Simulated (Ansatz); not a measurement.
# Barriers and T(E) in Si/Be

Is Si/Be a contact for electrons or for holes? The semiconductor is Si diamond(111), undoped, with its far face capped by hydrogen, and the metal is Be hcp(0001) sqrt3 x sqrt3, in direct contact. After relaxation the nearest pair at the metal is Be–Si at 2.43 Å, at a slant. The common net has a side of 3.868 Å, which strains the semiconductor by +0.0 % and the metal by -1.2 %, against typed lattice constants near PBE's. The first steps treat the bulk crystals alone.

Program: Ansatz 0.2.0. Level of theory: PBE DFT, plane waves, PAW files, in the first sound run; inputs show where later runs differ. Results are calculated unless marked as measured.

Report form: the programs' logs are mostly left out.

**1. The structure**

It takes space group Fd-3m (No. 227, cubic). Conventional cell: a = 5.470 Å, b = 5.470 Å, c = 5.470 Å, α = 90.00°, β = 90.00°, γ = 90.00°. Nearest to Si lie 4 Si at 2.37 Å.

**2. The strained electrode, electrode Si diamond(111), k-mesh 12×12×3**

The electrode is held to the junction's net and relaxed along the normal; its spacing is used for the ideal lead layers.

Contents of input.yaml:

```yaml
crystal:
  lattice:
    - [3.868, 0.0, 0.0]
    - [-1.934, 3.3497862618, 0.0]
    - [0.0, 0.0, 9.474102032]
  atoms:
    - { symbol: Si, position: [0.0, 0.0, 0.0] }
    - { symbol: Si, position: [0.0, 0.0, 0.25] }
    - { symbol: Si, position: [0.3333333333, 0.6666666667, 0.3333333333] }
    - { symbol: Si, position: [0.3333333333, 0.6666666667, 0.5833333333] }
    - { symbol: Si, position: [0.6666666667, 0.3333333333, 0.6666666667] }
    - { symbol: Si, position: [0.6666666667, 0.3333333333, 0.9166666667] }
kpoints:
  mp_grid: { grid: [12, 12, 3] }
scf:
  occupations: { method: fermi_dirac, width: 0.1 }
  max_iter: 150
hamiltonian:
  xc: pbe
relax:
  f_tol: 0.01
  max_steps: 40
  cell: { fix: [a, b, angles] }
```

On the command line:

```bash
ansatz run input.yaml --threads 8 --pin off --max-ram 24576MiB --backend cpu --events-out ev --progress --plain --runs-dir out
```

The job ended after 1.5 s (8 threads of Arm Neoverse V2, shared host; peak memory 0.51 GiB; 10 s of CPU time).

Little changed from the start: no atom moved by 0.005 Å and no cell edge by 0.1 %.

This step gave:

```yaml
free_energy: -3814.8612 eV
fermi_energy: 6.322 eV
pressure: 0.002930 GPa
```

**3. Layer spacing of the electrode, electrode Be hcp(0001) sqrt3 x sqrt3, k-mesh 12×12×9**

System of this step: Be. Symmetry: P6_3/mmc, No. 194, hexagonal system. Conventional cell: a = 2.233 Å, b = 2.233 Å, c = 3.600 Å, α = 90.00°, β = 90.00°, γ = 120.00°. Be has 12 Be at 2.21 to 2.23 Å nearest.

input.yaml, the sections that differ from step 2:

```yaml
crystal:
  lattice:
    - [3.868, 0.0, 0.0]
    - [-1.934, 3.3497862618, 0.0]
    - [0.0, 0.0, 3.5996442866]
  atoms:
    - { symbol: Be, position: [0.66666667, 0.33333333, 0.0] }
    - { symbol: Be, position: [0.0, 0.0, 0.0] }
    - { symbol: Be, position: [0.33333333, 0.66666667, 0.0] }
    - { symbol: Be, position: [0.0, 0.66666667, 0.5] }
    - { symbol: Be, position: [0.33333333, 0.33333333, 0.5] }
    - { symbol: Be, position: [0.66666667, 0.0, 0.5] }
kpoints:
  mp_grid: { grid: [12, 12, 9] }
# scf, hamiltonian, relax: as in step 2
```

Elapsed: 1.3 s, on 8 threads; peak memory 0.37 GiB; 8.3 s of CPU time.

The steps of the relaxation:

```tsv
step	energy less that of the first step (eV)	largest force component (eV/Å)	pressure (GPa)	volume (Å³)
1	0.0000	0.0000	1.98	46.64
2	-0.0048	0.0000	2.98	46.30
3	-0.0050	0.0000	3.26	46.21
4*	-0.0049	0.0000	3.25	46.21
```

Relaxation steps marked * repeat the geometry before them on a plane-wave basis chosen anew for their cell, so energy and pressure can jump there.

The run keeps the 72 symmetry operations that it works with, so distortions that break them were not tested.

```tsv
cell as run	before	after	change
a (Å)	3.868	3.868	-0.0 %
b (Å)	3.868	3.868	-0.0 %
c (Å)	3.600	3.566	-0.9 %
volume (Å³/atom)	7.77	7.70	-0.9 %
```

Final coordinates:

```xyz
6
Lattice="3.8680 0.0000 0.0000 -1.9340 3.3498 0.0000 0.0000 0.0000 3.5665" Properties=species:S:1:pos:R:3 pbc="T T T"
Be    1.9340    1.1166    0.0000
Be    0.0000    0.0000    0.0000
Be    0.0000    2.2332    0.0000
Be   -1.2893    2.2332    1.7832
Be    0.6447    1.1166    1.7832
Be    2.5787    0.0000    1.7832
```

This step gave:

```
free energy  : -556.5711 eV
Fermi energy : 8.438 eV
pressure     : 3.255 GPa
```

The cell shrank by 0.9 % in volume.

**4. Relaxation**

System of this step: Si/Be. The cell holds 28 atoms: 12 Si, 15 Be and 1 H. Its edges and angles: a = 3.868 Å, b = 3.868 Å, c = 41.363 Å, α = 90.0°, β = 90.0°, γ = 120.0°. Vacuum lies along c.

The bonds at the contact set its dipole, and with it the barrier heights, so the interface is relaxed first in a short slab. The dipole correction removes the field between the unlike outer faces.

Contents of input.yaml:

```yaml
crystal:
  lattice:
    - [3.868, 0.0, 0.0]
    - [-1.934, 3.3497862618, 0.0]
    - [0.0, 0.0, 41.3633021489]
  atoms:
    - { symbol: Si, position: [0.0, 0.0, 0.1934081561] }
    - { symbol: Si, position: [0.33333333, 0.66666667, 0.2124953291] }
    - { symbol: Si, position: [0.33333333, 0.66666667, 0.269756848] }
    - { symbol: Si, position: [0.66666667, 0.33333333, 0.288844021] }
    - { symbol: Si, position: [0.66666667, 0.33333333, 0.3461055399] }
    - { symbol: Si, position: [0.0, 0.0, 0.3651927128] }
    - { symbol: Si, position: [0.0, 0.0, 0.4200722771] }
    - { symbol: Si, position: [0.33333333, 0.66666667, 0.4391594501] }
[... 16 atom lines left out ...]
    - { symbol: Be, position: [0.33333333, 0.0, 0.8065918439] }
    - { symbol: Be, position: [0.66666666, 0.66666667, 0.8065918439] }
    - { symbol: Be, position: [0.99999999, 0.33333334, 0.8065918439] }
    - { symbol: H, position: [0.0, 0.0, 0.1571441269] }
kpoints:
  mp_grid: { grid: [8, 8, 1] }
scf:
  occupations: { method: fermi_dirac, width: 0.1 }
  max_iter: 150
hamiltonian:
  xc: pbe
efield:
  axis: 3
  dipole_correction: true
relax:
  f_tol: 0.04
  max_steps: 60
output:
  forces: true
```

Run time: 25 s. Hardware: 8 threads; peak memory 1.7 GiB; 3.2 min of CPU time.

The steps of the relaxation:

```tsv
step	energy less that of the first step (eV)	largest force component (eV/Å)
1	0.0000	2.9125
2	-0.5562	1.6239
3	-0.7363	0.5105
4	-0.7644	0.1093
5	-0.7669	0.0176
```

Forces are held to the 3 operations that the run works with; a distortion that breaks them can't arise in this run.

The atoms that moved most (Å):

```tsv
atom	dx	dy	dz	length
Si5	0.000	0.000	-0.347	0.347
Si3	0.000	0.000	-0.347	0.347
Si6	0.000	0.000	-0.346	0.346
Si4	0.000	0.000	-0.345	0.345
Si2	0.000	0.000	-0.343	0.343
H28	0.000	0.000	-0.320	0.320
Si1	0.000	0.000	-0.315	0.315
Be25	0.000	0.000	0.287	0.287
```

This step gave:

- free energy: -9034.7142 eV
- Fermi energy: 2.966 eV

The largest force component on a free atom ends at 0.018 eV/Å. At one or more of this run's solves the program warned of density in the dipole ramp over its bound, where dipole, forces and levels can be off.

**5. T(E) from the semiconductor into the metal, atomic planes in the barrier 6, gap between the electrodes 11.63 Å**

This step: PBE DFT, plane waves, PAW files; ballistic transmission by layer matching between semi-infinite leads (Ansatz 0.2.0).

System of this step: Si/Be. The cell holds 70 atoms: 24 Si, 45 Be and 1 H. Cell: a = 3.868 Å, b = 3.868 Å, c = 92.198 Å, α = 90.0°, β = 90.0°, γ = 120.0°. Regions: left electrode, 18 atoms (18 Si); barrier, 6 atoms (6 Si); right electrode, 45 atoms (45 Be). Vacuum lies along c.

The semiconductor is one lead and the metal the other. The lead's open channels mark its band edges against the Fermi level.

Contents of input.yaml:

```yaml
crystal:
  lattice:
    - [3.868, 0.0, 0.0]
    - [-1.934, 3.3497862618, 0.0]
    - [0.0, 0.0, 92.1981145518]
  atoms:
    - { symbol: Si, position: [0.0, 0.0, 0.1681162362] }
    - { symbol: Si, position: [0.33333333, 0.66666667, 0.1766794102] }
    - { symbol: Si, position: [0.33333333, 0.66666667, 0.2023689324] }
    - { symbol: Si, position: [0.66666667, 0.33333333, 0.2109321065] }
    - { symbol: Si, position: [0.66666667, 0.33333333, 0.2366216286] }
    - { symbol: Si, position: [0.0, 0.0, 0.2451848027] }
    - { symbol: Si, position: [0.0, 0.0, 0.2708743249] }
    - { symbol: Si, position: [0.33333333, 0.66666667, 0.2794374989] }
[... 58 atom lines left out ...]
    - { symbol: Be, position: [0.33333333, 0.0, 0.848153077] }
    - { symbol: Be, position: [0.66666667, 0.66666667, 0.848153077] }
    - { symbol: Be, position: [0.0, 0.33333333, 0.848153077] }
    - { symbol: H, position: [0.0, 0.0, 0.151846923] }
kpoints:
  mp_grid: { grid: [8, 8, 1] }
scf:
  occupations: { method: fermi_dirac, width: 0.1 }
  max_iter: 150
hamiltonian:
  xc: pbe
efield:
  axis: 3
  dipole_correction: true
output:
  transmission:
    kmesh: [12, 12]
    e_range: [-2.5, 2.5]
    de: 0.05
    leads: [[7, 9], [45, 51]]
  dos: { projected: true, e_range: [-6, 5], de: 0.05 }
  write_potential: true
  write_density: true
  volumetric_format: npy
  elf: true
```

It took 3.2 min on 8 threads; peak memory 7.6 GiB.

Numbers from this step:

* free energy: -19447.2436 eV
* Fermi energy: 3.517 eV
* level to which the leads are filled: 0 eV from the Fermi level
* transmission at the Fermi level (a spin, zone mean): 0
* channels of the lower lead: 0
* channels of the upper lead: 0.4306
* potential step in the lower lead: 17.5 meV
* potential step in the upper lead: 44.7 meV
* work function, upper face: 5.340 eV
* work function, lower face: 4.398 eV
* dipole moment: -0.06747 e·Å
* dipole field: -0.01022 V/Å

One spin. Transmission, zone mean against energy, zero at the Fermi level:

energy (eV), transmission, zone mean and a bar:
```
   -2.400       0.84 ################
   -2.200       0.92 ##################
   -2.000       0.80 ###############
   -1.800       0.74 ##############
   -1.600       0.67 #############
   -1.400       0.48 #########
   -1.200       0.40 ########
   -1.000       0.21 ####
   -0.800       0.08 ##
   -0.600       0.09 ##
   -0.400       0.02 
   -0.200       0.00 
    0.000       0.00 
    0.200       0.00 
    0.400       0.00 
    0.600       0.01 
    0.800       0.03 #
    1.000       0.05 #
    1.200       0.30 ######
    1.400       0.53 ##########
    1.600       0.82 ################
    1.800       1.04 ####################
    2.000       1.33 ##########################
    2.200       1.50 #############################
    2.300       1.55 ##############################
    2.400       1.40 ###########################
```

One spin. Table of open channels, zone mean by energy, zero at the Fermi level:

```tsv
energy (eV)	lower lead	upper lead
-2.400	1.59	2.06
-2.200	1.72	1.93
-2.000	1.59	1.81
-1.800	1.55	1.72
-1.600	1.30	1.64
-1.400	1.05	1.35
-1.200	0.854	1.18
-1.000	0.646	1.12
-0.800	0.354	0.931
-0.600	0.312	0.931
-0.400	0.146	0.847
-0.200	0	0.514
0.000	0	0.431
0.200	0	0.431
0.400	0.0417	0.306
0.600	0.208	0.347
0.800	0.333	0.472
1.000	0.583	0.979
1.200	0.75	1.77
1.400	1.03	2.06
1.600	1.36	2.31
1.800	1.82	3.52
2.000	2.07	3.77
2.200	2.15	3.65
2.400	2.08	3.60
```

Projected DOS an atom over height of the atomic layer and energy from the Fermi level. Layers: H Si Si Si Si Si Si Si Si Si Si Si Si Si Si Si Si Si Si Si Si Si Si Si Si Be3 Be3 Be3 Be3 Be3 Be3 Be3 Be3 Be3 Be3 Be3 Be3 Be3 Be3 Be3; projections on atoms miss part of the total, and the computed bands can run out at the top of the range; a column is the mean of 3 neighbouring layers, the last of those left over.

Ten even steps from '_' (0.007 states/eV) to '@' (0.782 states/eV), each cell a mean:
```
================..________..
====++++++++++++..________..
++####**######**::__________
##@@@@@@@@%%%%##::________..
++****++********::______....
++%%############--........__
--######********::..::::____
..--------------::__________
__..............____________
____________________________
______________..____________
......::::::::::__________..
::========++++++::______....
++%%############::________..
**@@%%@@@@%%@@%%--________::
**@@@@@@@@@@@@%%--..____..::
**%%############--........::
++**########****--........::
##++++++++======--........::
__............::--::::::::::
..::........::::::::::::::::
..::::::::::::::::::::::::..
```
Columns: height of the atomic layer (Å) from 15.3 to 78.2 (not evenly spaced); rows upwards: energy from the Fermi level (eV) from -6 to 5.

ELF in the ca plane at fractional y = 0.000, with atoms of Si and Be and H within 0.2 Å of it. It is the smooth field of the valence electrons, not physical close to the nuclei.

Ten even steps from '0' (0.00 × 1e-1) to '9' (9.99 × 1e-1), each cell a mean:
```
00000000000000168999999423452000000000003543
00000000000000037999997457763100122210013677
00000000000000002567654578863112356532113688
00000000000000000001111467753224688864223577
00000000000000000000000245543335799975333455
00000000000000000000001356653334789874333566
00000000000000000133322478863223577753223678
00000000000000014799975578863101234321013688
00000000000000148999998435653000011100003565
00000000000000269999999533342000000000002432
```
Columns run along c (16.0 Å, from fractional 0.07 to 0.25 of the cell), rows up along a (3.9 Å). Atoms in or near the plane, at fractional coordinates: Si at (0.17, 0.00), Si at (0.25, 0.00), H at (0.15, 0.00).

Valence density in the ca plane at fractional y = 0.000, with atoms of Si and Be and H within 0.2 Å of it. It is the smooth field of the valence electrons, not physical close to the nuclei.

Values in e/Å³, 6 rows by 16 columns, each cell a mean:
```
0.31 0.10 0.03 0.06 0.04 0.06 0.30 0.28 0.32 0.27 0.25 0.23 0.28 0.28 0.22 0.26
0.33 0.12 0.09 0.20 0.11 0.09 0.29 0.27 0.21 0.24 0.23 0.23 0.23 0.23 0.23 0.23
0.22 0.14 0.19 0.45 0.23 0.12 0.22 0.14 0.16 0.25 0.24 0.24 0.24 0.24 0.25 0.24
0.25 0.13 0.16 0.38 0.20 0.12 0.24 0.17 0.17 0.18 0.28 0.29 0.21 0.24 0.29 0.28
0.36 0.11 0.07 0.13 0.08 0.08 0.32 0.33 0.25 0.22 0.28 0.29 0.24 0.26 0.29 0.28
0.25 0.10 0.03 0.04 0.03 0.06 0.27 0.23 0.34 0.28 0.25 0.21 0.29 0.29 0.19 0.27
```
Columns run along c (16.0 Å, from fractional 0.48 to 0.65 of the cell), rows up along a (3.9 Å). Atoms in or near the plane, at fractional coordinates: Si at (0.55, 0.00), Be at (0.58, 0.33), Be at (0.60, 0.00), Be at (0.62, 0.33), Be at (0.64, 0.00).

Electrostatic potential energy in the ca plane at fractional y = 0.000, with atoms of Si and Be and H within 0.2 Å of it. With pseudopotentials it is smooth inside the atoms' cores, unlike the true potential.

Ten even steps from '0' (-46 eV) to '9' (7 eV), each cell a mean:
```
02799999999999999610027999997313799998721479
36899999999999999863468998998767899899876789
88999999999999999988889999999989999999998999
99999999988999999999999999999999999999999999
98899999888899998889999987899989988788998998
98899999888899999899999842479999974247999987
99999999999999999999999720169999962027999986
68999999999999999876688842478888874348888887
04799999999999999730148887888535888788853588
01699999999999999600017999997202699998610279
```
Columns run along c (16.0 Å, from fractional 0.48 to 0.65 of the cell; values clipped at the 3rd and 97th percentile), rows up along a (3.9 Å). Atoms in or near the plane, at fractional coordinates: Si at (0.55, 0.00), Be at (0.58, 0.33), Be at (0.60, 0.00), Be at (0.62, 0.33), Be at (0.64, 0.00).

The semiconductor's channels close between -0.25 and +0.40 eV. In the worse lead the potential repeats within 45 meV, which the program flags as too much for a lead, so the metal lead, which has this step, is on the short side.

**6. The contact's transmission, atomic planes in the barrier 10, gap between the electrodes 17.98 Å**

System of this step: Si/Be. The cell holds 74 atoms: 28 Si, 45 Be and 1 H. Its edges and angles: a = 3.868 Å, b = 3.868 Å, c = 98.548 Å, α = 90.0°, β = 90.0°, γ = 120.0°. Regions: left electrode, 18 atoms (18 Si); barrier, 10 atoms (10 Si); right electrode, 45 atoms (45 Be). Vacuum lies along c.

More semiconductor under the metal, by copies of a relaxed pair of planes.

Contents of input.yaml:

```yaml
crystal:
  lattice:
    - [3.868, 0.0, 0.0]
    - [-1.934, 3.3497862618, 0.0]
    - [0.0, 0.0, 98.5479562664]
  atoms:
    - { symbol: Si, position: [0.0, 0.0, 0.15728383] }
    - { symbol: Si, position: [0.33333333, 0.66666667, 0.1652952443] }
    - { symbol: Si, position: [0.33333333, 0.66666667, 0.1893294871] }
    - { symbol: Si, position: [0.66666667, 0.33333333, 0.1973409013] }
    - { symbol: Si, position: [0.66666667, 0.33333333, 0.2213751441] }
    - { symbol: Si, position: [0.0, 0.0, 0.2293865584] }
    - { symbol: Si, position: [0.0, 0.0, 0.2534208012] }
    - { symbol: Si, position: [0.33333333, 0.66666667, 0.2614322154] }
[... 62 atom lines left out ...]
    - { symbol: Be, position: [0.0, 0.33333333, 0.8579371858] }
    - { symbol: Be, position: [0.33333333, 0.0, 0.8579371858] }
    - { symbol: Be, position: [0.66666667, 0.66666667, 0.8579371858] }
    - { symbol: H, position: [0.0, 0.0, 0.1420628142] }
kpoints:
  mp_grid: { grid: [8, 8, 1] }
scf:
  occupations: { method: fermi_dirac, width: 0.1 }
  max_iter: 150
hamiltonian:
  xc: pbe
efield:
  axis: 3
  dipole_correction: true
output:
  transmission:
    kmesh: [12, 12]
    e_range: [-2.5, 2.5]
    de: 0.05
    leads: [[7, 9], [49, 55]]
  dos: { projected: true, e_range: [-6, 5], de: 0.05 }
  write_potential: true
  write_density: true
  volumetric_format: npy
```

Wall time 3.8 min (8 threads); peak memory 8.6 GiB; 28 min of CPU time.

Numbers from this step:

```yaml
free_energy: -21990.4783 eV
fermi_energy: 3.696 eV
potential_step_in_the_lower_lead: 11.3 meV
work_function_upper_face: 5.341 eV
work_function_lower_face: 4.378 eV
dipole_moment: -0.06894 e·Å
dipole_field: -0.009770 V/Å
```

One spin. Table of transmission, zone mean by energy, zero at the Fermi level:

```tsv
energy (eV)	transmission, zone mean
-2.400	0.833
-2.200	0.884
-2.000	0.798
-1.800	0.707
-1.600	0.670
-1.400	0.500
-1.200	0.339
-1.000	0.216
-0.800	0.0845
-0.600	0.0942
-0.400	0.0229
-0.200	0
0.000	0
0.200	0
0.400	0
0.600	0.0122
0.800	0.0270
1.000	0.0481
1.200	0.297
1.400	0.528
1.600	0.816
1.800	1.07
2.000	1.30
2.200	1.50
2.300	1.55
2.400	1.34
```

One spin. The open channels, zone mean by energy, zero at the Fermi level:

```tsv
energy (eV)	lower lead	upper lead
-2.400	1.59	2.06
-2.200	1.63	1.93
-2.000	1.59	1.81
-1.800	1.47	1.72
-1.600	1.34	1.64
-1.400	1.02	1.35
-1.200	0.771	1.18
-1.000	0.646	1.12
-0.800	0.312	0.931
-0.600	0.271	0.931
-0.400	0.146	0.847
-0.200	0	0.514
0.000	0	0.431
0.200	0	0.431
0.400	0.0417	0.306
0.600	0.208	0.347
0.800	0.333	0.472
1.000	0.583	0.979
1.200	0.833	1.77
1.400	1.03	2.06
1.600	1.40	2.31
1.800	1.99	3.52
2.000	2.07	3.77
2.200	2.28	3.65
2.400	1.99	3.60
```

Projected DOS an atom over height of the atomic layer and energy from the Fermi level. Layers: H Si Si Si Si Si Si Si Si Si Si Si Si Si Si Si Si Si Si Si Si Si Si Si Si Si Si Si Si Be3 Be3 Be3 Be3 Be3 Be3 Be3 Be3 Be3 Be3 Be3 Be3 Be3 Be3 Be3; projections on atoms miss part of the total, and the computed bands can run out at the top of the range; a column is the mean of 3 neighbouring layers, the last of those left over.

Ten even steps from '0' (0.01 states/eV) to '9' (0.78 states/eV), each cell a mean:
```
344444444200001
445555555300001
566676777300000
799999888400000
566566666410011
587777777511120
477776665512210
133333333400000
011111110100000
000000000000000
000000001100000
011122222100001
244444556300001
587777887400001
698888889500001
699999999611111
687777777611111
567777776511111
855555544511112
011111112322222
121112222322222
122222232222221
```
Columns: height of the atomic layer (Å) from 15.3 to 83.7 (not evenly spaced); rows upwards: energy from the Fermi level (eV) from -6 to 5.

The semiconductor's channels close between -0.25 and +0.40 eV. In the worse lead the potential repeats within 45 meV, which the program flags as too much for a lead, so the metal lead, which has this step, is on the short side.

(Continued in part 2 of 2.)

[Logs are printed without paths, hosts, clocks, repeated set-up lines and the standing remarks that a program may print on its own settings, such as how far it seeks lower states.]

[Hosts, paths, dates, database ids (printed as entryN), source tags and the programs' standing remarks are cut or masked in the printed files.]
